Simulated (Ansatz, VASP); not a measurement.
# InAs: VASP beside Ansatz, part 2 of 2

Wanted: the spread between two codes on one cell, functional and k mesh. The structure shown is the end of the Ansatz relaxation below.

VASP 6.6.1 and Ansatz 0.2.0.

So far. Step 3 (VASP: single point, PBEsol, pair 1): The run ends at a pressure of -0.64 GPa, with forces up to 8.5e-4 eV/Å.

### Step 6. VASP: single point, PBEsol, pair 2

Level of this step: PBEsol; plane waves and PAW (In_d, As) (VASP).

The same cell, functional, mesh and smearing now go to VASP, with its own data sets.

File INCAR:

```
SYSTEM = InAs
PREC = Accurate
ENCUT = 500
EDIFF = 1E-06
NELM = 120
ISMEAR = -1
SIGMA = 0.02
LREAL = .FALSE.
ALGO = Normal
GGA = PS
NBANDS = 33
LORBIT = 11
LWAVE = .FALSE.
LCHARG = .FALSE.
ISIF = 2
LASPH = .TRUE.
GGA_COMPAT = .FALSE.
EFERMI = MIDGAP
KPAR = 2
```

File POSCAR:

```
InAs
1.0
    4.3910857200      0.0000000000      0.0000000000
   -2.1955428600      3.8027917837      0.0000000000
    0.0000000000      0.0000000000     10.4120154984
In As
3 3
Direct
    0.0000000000      0.0000000000      0.0018176427
    0.3333333333      0.6666666667      0.3351509761
    0.6666666667      0.3333333333      0.6684843094
    0.0000000000      0.0000000000      0.7481823573
    0.3333333333      0.6666666667      0.0815156906
    0.6666666667      0.3333333333      0.4148490239
```

File KPOINTS:

```
Automatic mesh
0
Gamma
8 8 3
0 0 0
```

Potentials, in the order of the species: In_d and As (PBE family, release 64).

The run is started by

```sh
$ mpirun -np 2 vasp_std
```

Numbers of over 12 decimals in the logs are rounded to 6 here.

Output:

```text
[banner, memory and clock lines left out]
running    2 mpi-ranks, on    1 nodes
[...]
[... a notice as in an earlier step ...]

 LDA part: xc-table for (Slater+PW92), standard interpolation
 POSCAR, INCAR and KPOINTS ok, starting setup
[...]
entering main loop
       N       E                     dE             d eps       ncg     rms          rms(c)
DAV:   1     0.476246642137E+03    0.47625E+03   -0.23730E+04  1650   0.173E+03
DAV:   2     0.295766085299E+02   -0.44667E+03   -0.43824E+03  1659   0.426E+02
DAV:   3    -0.236237237610E+02   -0.53200E+02   -0.52364E+02  2064   0.167E+02
DAV:   4    -0.261525743887E+02   -0.25289E+01   -0.25215E+01  1976   0.380E+01
[...]
DAV:  12    -0.254235235431E+02    0.41440E-05   -0.18866E-05  2414   0.398E-02    0.112E-02
DAV:  13    -0.254235266807E+02   -0.31376E-05   -0.16230E-05  1832   0.218E-02    0.674E-03
DAV:  14    -0.254235259362E+02    0.74449E-06   -0.26817E-06  1601   0.128E-02
   1 F= -.25423526E+02 E0= -.25423508E+02  d E =-.356349E-04
```

OUTCAR, selected parts (step 6):

```text
  Total       -2.2386359     -2.2386359      0.0758722      0.0000000      0.0000000      0.0000000
  in kB      -20.6293133    -20.6293133      0.6991716      0.0000000      0.0000000      0.0000000
  external PRESSURE =     -13.5198183 kB  Pullay stress =       0.0000000 kB

 POSITION                                       TOTAL-FORCE (eV/Angst)
 -----------------------------------------------------------------------------------
      0.00000      0.00000      0.01893         0.000000     -0.000000      0.000390
     -0.00000      2.53519      3.48960         0.000000     -0.000000      0.000390
      2.19554      1.26760      6.96027         0.000000     -0.000000      0.000390
      0.00000      0.00000      7.79009        -0.000000      0.000000     -0.000390
     -0.00000      2.53519      0.84874        -0.000000      0.000000     -0.000390
      2.19554      1.26760      4.31941        -0.000000     -0.000000     -0.000390
 -----------------------------------------------------------------------------------
    total drift:                                0.000001      0.000000      0.001801

  FREE ENERGIE OF THE ION-ELECTRON SYSTEM (eV)
  ---------------------------------------------------
  free  energy   TOTEN  =       -25.4235259362 eV

  energy  without entropy=      -25.4234903014  energy(sigma->0) =      -25.42350812

[... 1 part as in an earlier step ...]

[... 2 further parts left out ...]
[key lines of the parts left out:]
E-fermi :   3.9551
```

The run ends at a pressure of -1.35 GPa, with forces up to 3.9e-4 eV/Å.

### Step 7. Comparison

What differs besides the data sets and the points named for the pairs above, as far as they apply: the data sets hold 84 valence electrons in Ansatz (on its PAW soft_1 files) and 54 in VASP. Total energies have different zeros and are not compared.

Both answers:

```csv
quantity,Ansatz,VASP,difference
pressure (GPa),-1.42,-1.35,-0.07
gap on the k mesh (eV),0.194,0.195,-0.001
```

A gap on the mesh is an upper bound, since the band edges may lie between its points.

### Step 8. Ansatz: relaxation, PBEsol

This run makes the geometry at which the two programs are then compared. The cell compared in this pair holds 176.28 Å³, against 173.86 Å³ for the pair before.

The structure compared here is the end of the Ansatz relaxation.

File input.yaml:

```yaml
crystal:
  lattice:
    - [4.43413558, 0.0, 0.0]
    - [-2.21706779, 3.8400740561, 0.0]
    - [0.0, 0.0, 10.355207676]
  atoms:
    - { symbol: In, position: [0.0, 0.0, 0.0] }
    - { symbol: In, position: [0.3333333, 0.6666667, 0.3333333] }
    - { symbol: In, position: [0.6666667, 0.3333333, 0.6666667] }
    - { symbol: As, position: [0.0, 0.0, 0.75] }
    - { symbol: As, position: [0.3333333, 0.6666667, 0.0833333] }
    - { symbol: As, position: [0.6666667, 0.3333333, 0.4166667] }
kpoints:
  mp_grid: { grid: [8, 8, 3] }
scf:
  occupations: { method: fermi_dirac, width: 0.02 }
hamiltonian:
  xc: pbesol
  pseudopotentials: { kind: paw, azcp: { folder: soft_1 }, xc_functional: pbe }
basis:
  ecutwfc: 600
output:
  forces: true
  stress: true
relax:
  f_tol: 0.005
  max_steps: 70
  cell: { stress_tol: 0.02, p_target: 0, fix: [a, b, alpha, beta, gamma] }
```

The run is started by

```sh
$ ansatz run input.yaml --threads 8 --pin off --max-ram 18432MiB --backend cpu --events-out ev --progress --plain --runs-dir out
```

Output:

```text
[...]
Crystal: 6 atoms, lattice volume = 176.322 Å³
Basis set: ecut = 600 eV, 5903 PW (Γ), exchange–correlation on 72×72×180 points (8 copies of the dense FFT grid, shifted against one another)
Bands: 51, of which v1, the nominal top of the filled ones, is band 42 counted from 1 (41 counted from 0)
Symmetry: 18 space group operations
[...]
cell:  # Å, volume = 176.2752 Å³
    - [4.434136, 0, 0]
    - [-2.217068, 3.840074, 0]
    - [0, 0, 10.352436]
  atoms:
    - { symbol: In, position: [6.794211099496819e-19, 0, 0.00262047] }
    - { symbol: In, position: [0.333333, 0.666667, 0.335954] }
    - { symbol: In, position: [0.666667, 0.333333, 0.669287] }
    - { symbol: As, position: [-6.794211099496819e-19, 0, 0.747380] }
    - { symbol: As, position: [0.333333, 0.666667, 0.080713] }
    - { symbol: As, position: [0.666667, 0.333333, 0.414046] }
[key lines of the parts left out:]
SCF converged after 5 iterations
Free energy (F): -31016.586741 eV
Fermi energy:    6.839723 eV
P = ⅓ Tr σ = -2.0671 GPa (-20.671 kbar)
```

### Step 9. VASP: single point, PBEsol, pair 3

The same cell, functional, mesh and smearing now go to VASP, with its own data sets.

INCAR is that of step 6.

File POSCAR:

```
InAs
1.0
    4.4341355800      0.0000000000      0.0000000000
   -2.2170677900      3.8400740561      0.0000000000
    0.0000000000      0.0000000000     10.3524364601
In As
3 3
Direct
    0.0000000000      0.0000000000      0.0026204686
    0.3333333333      0.6666666667      0.3359538019
    0.6666666667      0.3333333333      0.6692871353
    0.0000000000      0.0000000000      0.7473795314
    0.3333333333      0.6666666667      0.0807128647
    0.6666666667      0.3333333333      0.4140461981
```

KPOINTS is that of step 6.

The run is started by

```sh
$ mpirun -np 2 vasp_std
```

Output:

```text
[... set-up lines as in an earlier step ...]
 entering main loop
       N       E                     dE             d eps       ncg     rms          rms(c)
DAV:   1     0.473458704949E+03    0.47346E+03   -0.23732E+04  1650   0.173E+03
DAV:   2     0.290135337564E+02   -0.44445E+03   -0.43670E+03  1661   0.428E+02
DAV:   3    -0.235888013839E+02   -0.52602E+02   -0.51719E+02  2034   0.166E+02
DAV:   4    -0.260885903795E+02   -0.24998E+01   -0.24929E+01  1987   0.375E+01
[...]
DAV:  12    -0.253690987095E+02    0.34384E-05   -0.21704E-05  2515   0.428E-02    0.942E-03
DAV:  13    -0.253691019375E+02   -0.32280E-05   -0.11405E-05  1662   0.157E-02    0.494E-03
DAV:  14    -0.253691014378E+02    0.49964E-06   -0.15537E-06  1369   0.109E-02
   1 F= -.25369101E+02 E0= -.25369093E+02  d E =-.176103E-04
```

From OUTCAR (step 9):

```text
  Total       -3.3464295     -3.3464295      0.0730526      0.0000000     -0.0000000      0.0000000
  in kB      -30.4159317    -30.4159317      0.6639803      0.0000000     -0.0000000      0.0000000
  external PRESSURE =     -20.0559611 kB  Pullay stress =       0.0000000 kB

 POSITION                                       TOTAL-FORCE (eV/Angst)
 -----------------------------------------------------------------------------------
      0.00000      0.00000      0.02713        -0.000000      0.000000      0.001039
     -0.00000      2.56005      3.47794        -0.000000      0.000000      0.001039
      2.21707      1.28002      6.92875         0.000000      0.000000      0.001039
      0.00000      0.00000      7.73720         0.000000     -0.000000     -0.001039
     -0.00000      2.56005      0.83557        -0.000000     -0.000000     -0.001039
      2.21707      1.28002      4.28639         0.000000      0.000000     -0.001039
 -----------------------------------------------------------------------------------
    total drift:                                0.000000      0.000000     -0.000438

  FREE ENERGIE OF THE ION-ELECTRON SYSTEM (eV)
  ---------------------------------------------------
  free  energy   TOTEN  =       -25.3691014378 eV

  energy  without entropy=      -25.3690838276  energy(sigma->0) =      -25.36909263

[... 1 part as in an earlier step ...]

[... 2 further parts left out ...]
[key lines of the parts left out:]
E-fermi :   3.8601
```

The run ends at a pressure of -2.01 GPa, with forces up to 0.0010 eV/Å.

### Step 10. Differences

What differs besides the data sets and the points named for the pairs above, as far as they apply: the data sets hold 84 valence electrons in Ansatz (on its PAW soft_1 files) and 54 in VASP. Total energies have different zeros and are not compared.

Both answers:

| quantity | Ansatz | VASP | difference |
| --- | --- | --- | --- |
| pressure (GPa) | -2.07 | -2.01 | -0.06 |
| gap on the k mesh (eV) | 0.242 | 0.243 | -0.001 |

A gap on the mesh is an upper bound, since the band edges may lie between its points.

### Step 11. What came out

- difference in gap on the k mesh (single point, PBEsol, pair 1): -6.0e-4 eV
- difference in gap on the k mesh (single point, PBEsol, pair 2): -0.0011 eV
- difference in gap on the k mesh (single point, PBEsol, pair 3): -6.2e-4 eV

The difference in gap on the k mesh is -0.0011 eV (single point, PBEsol, pair 2), within the 0.08 eV picked in this series as the mark of a large difference. The data sets hold unlike numbers of valence electrons (84 in Ansatz and 54 in VASP), so part of the differences comes from the potentials. 4 further runs of this series are not shown here. Such differences can come from data sets, numerical settings and the points named under the comparisons, not from the functional's error against experiment.

[Lines on the potential files, build, host, timing and source positions are cut from VASP's logs without a mark.]

[Logs are printed without paths, hosts, clocks, repeated set-up lines and the standing remarks that a program may print on its own settings, such as how far it seeks lower states.]

[Hosts, paths, dates, database ids (printed as entryN), source tags and the programs' standing remarks are cut or masked in the printed files.]
